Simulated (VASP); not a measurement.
# AlN (P6_3mc) in VASP: a series of runs, part 2 of 2

VASP 6.6.1.

**3. Relaxation of cell and atoms, PBE**

This run uses another cell than the first one, of 10.63 Å³/atom, 1.017 times its volume.

Input file INCAR:

```
SYSTEM = AlN
ALGO = Fast
EDIFF = 1E-7
EDIFFG = -0.15
ENCUT = 520
GGA = PE
IBRION = 2
ISIF = 3
ISMEAR = 0
KPAR = 4
LASPH = .True.
LCHARG = .False.
LREAL = .False.
LWAVE = .False.
NELM = 80
NSW = 80
PREC = Accurate
SIGMA = 0.02
```

Input file KPOINTS:

```
k-points
0
Gamma
  12 12 6
  0 0 0
```

Input file POSCAR:

```
AlN                                     
1.0
    3.1279229722      0.0000000000      0.0000000000
   -1.5639614861      2.7088607530     -0.0000000000
    0.0000000000      0.0000000000      5.0184814709
  Al              N             
     2     2
Direct
     0.3333333300000021    0.6666666699999979    0.9993385475416183
     0.6666666699999979    0.3333333300000021    0.4993385475416184
     0.3333333300000021    0.6666666699999979    0.3806614524583841
     0.6666666699999979    0.3333333300000021    0.8806614524583842
```

Potentials or basis: VASP PAW PBE potentials, release 64 (Al, N).

On the command line:

```
> cat potpaw_PBE.64/Al/POTCAR potpaw_PBE.64/N/POTCAR > POTCAR
> mpirun -np 4 vasp_std > vasp.out
```

Wall time 11 s (4 MPI ranks of Intel Xeon Platinum 8488C (Sapphire Rapids), shared host); peak memory 0.16 GiB.

It converged, with:

```
Free energy                  : -29.7805 eV
Pressure after relaxing      : 0.0 GPa
Largest force after relaxing : 0.004 eV/Å
Band gap on the k mesh       : 4.06 eV, direct
```

Forces on the atoms (eV/Å):
```
Al   0.000  0.000 -0.004
Al   0.000  0.000 -0.004
N    0.000  0.000  0.004
N    0.000  0.000  0.004
```

Stress tensor (GPa, compression positive):
```
 0.07  0.00  0.00
 0.00  0.07  0.00
 0.00  0.00 -0.08
```

Final structure:
```
Al N
1.0
     3.12792    0.00000    0.00000
    -1.56396    2.70886    0.00000
     0.00000    0.00000    5.01848
Al N
2 2
Direct
  0.33333 0.66667 0.99934
  0.66667 0.33333 0.49934
  0.33333 0.66667 0.38066
  0.66667 0.33333 0.88066
```

Levels at points of the mesh, in eV from the valence-band top:
```
           k point  band 5  band 6  band 7  band 8  band 9  band 10  band 11  band 12
(0.00, 0.00, 0.00)   -0.84   -0.19   -0.19    0.00    4.06     6.53    10.47    11.05
(0.50, 0.00, 0.00)   -3.29   -2.05   -1.74   -0.68    5.76     5.77     8.04    10.16
(0.00, 0.00, 0.50)   -0.52   -0.52   -0.52   -0.52    6.33     6.33    10.18    10.18
(0.50, 0.00, 0.50)   -1.43   -1.43   -1.34   -1.34    5.25     5.25     9.17     9.17
```

Caveat: the relaxation stopped at its first step, so nothing moved; the relaxation stopped at a loose force limit of 0.15 eV/Å, so its end isn't a converged minimum.

**4. Vibrations by finite differences, PBE**

This run uses another cell than the first one, of 10.63 Å³/atom, 1.017 times its volume.

Input file INCAR:

```
SYSTEM = AlN
  ALGO = Fast
  EDIFF = 1E-8
  ENCUT = 520
  GGA = PE
  IBRION = 6
  ISIF = 3
  ISMEAR = 0
  KPAR = 4
  LASPH = .TRUE.
  LCHARG = .FALSE.
  LREAL = .FALSE.
  LWAVE = .FALSE.
  NELM = 80
  NFREE = 2
  NSW = 1
  POTIM = 0.015
  PREC = Accurate
  SIGMA = 0.02
```

Input file KPOINTS:

```
k-points
0
G
  12 12 6
  0 0 0
```

Input file POSCAR:

```
AlN                                     
1.0
    3.1279229722      0.0000000000      0.0000000000
   -1.5639614861      2.7088607530      0.0000000000
    0.0000000000      0.0000000000      5.0184814709
  Al              N             
     2     2
Direct
     0.3333333300000021    0.6666666699999979    0.9993385475416190
     0.6666666699999979    0.3333333300000021    0.4993385475416190
     0.3333333300000021    0.6666666699999979    0.3806614524583836
     0.6666666699999979    0.3333333300000021    0.8806614524583836
```

Potentials or basis: VASP PAW PBE potentials, release 64 (Al, N).

On the command line:

```
> cat potpaw_PBE.64/Al/POTCAR potpaw_PBE.64/N/POTCAR > POTCAR
> mpirun -np 4 vasp_std > vasp.out
```

OUTCAR:

```text
SYSTEM = AlN
   EDIFF = 1E-8
   ENCUT = 520
   GGA = PE
   IBRION = 6
   ISIF = 3
   ISMEAR = 0
   LASPH = .TRUE.
   LREAL = .FALSE.
   NELM = 80
   NFREE = 2
   NSW = 1
   POTIM = 0.015
   PREC = Accurate

 ion  position               nearest neighbor table
[... 841 lines left out ...]
     -0.000000  1.805907  1.910342     0.000000    0.000000   -0.707060
      1.563962  0.902954  4.419583     0.000000    0.000000    0.707060
[... 71 lines left out ...]
  12 f/i=    0.000443 THz     0.002781 2PiTHz    0.014764 cm-1     0.001830 meV
             X         Y         Z           dx          dy          dz
     -0.000000  1.805907  5.015162    -0.459353   -0.343782    0.000000
      1.563962  0.902954  2.505921    -0.459353   -0.343782    0.000000
     -0.000000  1.805907  1.910342    -0.330885   -0.247636    0.000000
      1.563962  0.902954  4.419583    -0.330885   -0.247636    0.000000

--------------------------------------------------------------------------------------------------------

 ELASTIC MODULI CONTR FROM IONIC RELAXATION (kBar)
 Direction    XX          YY          ZZ          XY          YZ          ZX
 --------------------------------------------------------------------------------
 XX        -636.3528    315.3791    354.1550      0.0000      0.0000      0.0000
 YY         315.3791   -636.3528    354.1550     -0.0000     -0.0000      0.0000
 ZZ         354.1550    354.1550   -781.5332     -0.0000      0.0000     -0.0000
 XY           0.0000     -0.0000     -0.0000   -475.8660     -0.0000     -0.0000
 YZ           0.0000     -0.0000      0.0000     -0.0000   -127.2507      0.0000
 ZX           0.0000      0.0000     -0.0000     -0.0000      0.0000   -127.2507
 --------------------------------------------------------------------------------

 TOTAL ELASTIC MODULI (kBar)
 Direction    XX          YY          ZZ          XY          YZ          ZX
 --------------------------------------------------------------------------------
 XX        3759.3948   1281.0742    973.1171      0.0000      0.0000      0.0000
 YY        1281.0742   3759.3948    973.1171     -0.0000     -0.0000      0.0000
 ZZ         973.1171    973.1171   3575.9258     -0.0000      0.0000     -0.0000
 XY           0.0000     -0.0000     -0.0000   1239.1603     -0.0000     -0.0000
 YZ           0.0000     -0.0000      0.0000     -0.0000   1120.9957      0.0000
 ZX           0.0000      0.0000     -0.0000     -0.0000      0.0000   1120.9957
 --------------------------------------------------------------------------------
```

OSZICAR:

```text
N       E                     dE             d eps       ncg     rms          rms(c)
DAV:   1     0.518512599194E+02    0.51851E+02   -0.75737E+03  1824   0.119E+03
DAV:   2    -0.303796538580E+02   -0.82231E+02   -0.76087E+02  2708   0.221E+02
DAV:   3    -0.344269095859E+02   -0.40473E+01   -0.40289E+01  2364   0.533E+01
[... 12 lines left out ...]
RMM:   5    -0.297782923243E+02   -0.65064E-06   -0.86920E-05  2404   0.860E-02    0.115E-02
RMM:   6    -0.297782942949E+02   -0.19706E-05   -0.22817E-05  2432   0.392E-02    0.100E-02
RMM:   7    -0.297782946190E+02   -0.32407E-06   -0.46705E-06  2488   0.177E-02    0.643E-03
RMM:   8    -0.297782946414E+02   -0.22420E-07   -0.11574E-06  2414   0.827E-03    0.112E-03
RMM:   9    -0.297782946382E+02    0.31789E-08   -0.22871E-07  2396   0.404E-03    0.132E-03
RMM:  10    -0.297782946397E+02   -0.15092E-08   -0.74024E-08  2122   0.199E-03
  21 F= -.29778295E+02 E0= -.29778295E+02  d E =-.154926E-24
```

It took 3.9 min on 4 MPI ranks of Intel Xeon Platinum 8488C (Sapphire Rapids), shared host; peak memory 0.45 GiB.

What came out:

| Property | Result |
| --- | --- |
| Voigt bulk modulus | 195 GPa |
| Highest phonon frequency at Γ, LO-TO splitting left out | 708 cm⁻¹ |

Phonon frequencies in cm⁻¹ (negative: imaginary):
```
              q point                                frequencies
(0.000, 0.000, 0.000)  0 0 0 237 237 537 596 638 638 650 650 708
```

Elastic tensor in Voigt notation (GPa, in the Cartesian axes of the cell as first typed):
```
376 128  97   0   0   0
128 376  97   0   0   0
 97  97 358   0   0   0
  0   0   0 112   0   0
  0   0   0   0 112   0
  0   0   0   0   0 124
```

Clamped-ion elastic tensor (GPa):
```
440  97  62   0   0   0
 97 440  62   0   0   0
 62  62 436   0   0   0
  0   0   0 125   0   0
  0   0   0   0 125   0
  0   0   0   0   0 172
```
